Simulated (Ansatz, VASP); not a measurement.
Given: the input of a run of VASP 6.6.1 on BP.

The input INCAR:

```
ALGO = Normal
EDIFF = 1E-7
ENCUT = 520
ISIF = 2
ISMEAR = -1
LASPH = True
LCHARG = False
LMIXTAU = True
LREAL = False
LWAVE = False
METAGGA = R2SCAN
NBANDS = 11
NELM = 60
PREC = Accurate
SIGMA = 0.05
```

File KPOINTS:

```
k-points
0
Gamma
  10 10 10
```

File POSCAR:

```
BP
1.0
    0.0000000000      2.2690000000      2.2690000000
    2.2690000000      0.0000000000      2.2690000000
    2.2690000000      2.2690000000      0.0000000000
P B
1 1
Direct
    0.7500000000      0.7500000000      0.7500000000
    0.0000000000      0.0000000000      0.0000000000
```

KPOINTS_OPT

```
path GXWKGLUWLK,UX
10
line-mode
reciprocal
 0.0000000000  0.0000000000  0.0000000000  G
 0.5000000000  0.0000000000  0.5000000000  X

 0.5000000000  0.0000000000  0.5000000000  X
 0.5000000000  0.2500000000  0.7500000000  W

 0.5000000000  0.2500000000  0.7500000000  W
 0.3750000000  0.3750000000  0.7500000000  K

 0.3750000000  0.3750000000  0.7500000000  K
 0.0000000000  0.0000000000  0.0000000000  G

 0.0000000000  0.0000000000  0.0000000000  G
 0.5000000000  0.5000000000  0.5000000000  L

 0.5000000000  0.5000000000  0.5000000000  L
 0.6250000000  0.2500000000  0.6250000000  U

 0.6250000000  0.2500000000  0.6250000000  U
 0.5000000000  0.2500000000  0.7500000000  W

 0.5000000000  0.2500000000  0.7500000000  W
 0.5000000000  0.5000000000  0.5000000000  L

 0.5000000000  0.5000000000  0.5000000000  L
 0.3750000000  0.3750000000  0.7500000000  K

 0.6250000000  0.2500000000  0.6250000000  U
 0.5000000000  0.0000000000  0.5000000000  X
```

Potentials or basis: VASP PAW PBE potentials, release 64 (P, B).

Command:

```console
$ cat potpaw_PBE.64/P/POTCAR potpaw_PBE.64/B/POTCAR > POTCAR
$ mpirun -np 1 vasp_std > vasp.out
```

Question: Set up the same calculation for Ansatz 0.2.0. Potentials there: Ansatz PAW.

Answer: As run (the cutoff follows the program's own potentials):

Contents of input.yaml:

```yaml
crystal:
  lattice:
    - [0.0, 2.269, 2.269]
    - [2.269, 0.0, 2.269]
    - [2.269, 2.269, 0.0]
  atoms:
    - { symbol: P, position: [0.75, 0.75, 0.75] }
    - { symbol: B, position: [0.0, 0.0, 0.0] }
hamiltonian:
  xc: r2scan
  pseudopotentials: { kind: paw }
kpoints:
  mp_grid: { grid: [10, 10, 10] }
  band_path:
    path:
      - [[0.0, 0.0, 0.0], [0.5, 0.0, 0.5], [0.5, 0.25, 0.75], [0.375, 0.375, 0.75], [0.0, 0.0, 0.0], [0.5, 0.5, 0.5], [0.625, 0.25, 0.625], [0.5, 0.25, 0.75], [0.5, 0.5, 0.5], [0.375, 0.375, 0.75]]
      - [[0.625, 0.25, 0.625], [0.5, 0.0, 0.5]]
    npoints: 14
scf:
  occupations: { method: fermi_dirac, width: 0.05 }
  n_extra_bands: 6
output:
  forces: true
  stress: true
  eigenvalues: true
  fatbands: false
```

Potentials or basis: Ansatz PAW.

Launch:

```bash
$ ansatz run input.yaml --threads 2 --pin off --max-ram 5632MiB --backend cpu --events-out ev --progress --plain --runs-dir out
```

Both were run:

|  | VASP | Ansatz | Ansatz less VASP |
| --- | --- | --- | --- |
| gap on the k mesh at the Fermi level (eV) | 1.45 | 1.42 | -0.030 |
| least direct gap on the mesh (eV) | 3.64 | 3.60 | -0.040 |
| gap along the band path (eV) | 1.45 | 1.42 | -0.030 |
| pressure (GPa) | -0.7 | -0.2 | +0.50 |

Caveats: the PAW data sets were made with another functional, which shifts forces and pressure a little (VASP); the PAW data sets come from PBE, with cores solved anew for the run's functional, which leaves a small shift of forces and pressure (Ansatz). r2SCAN opens gaps a little over a GGA but as a rule still falls short of measured ones.
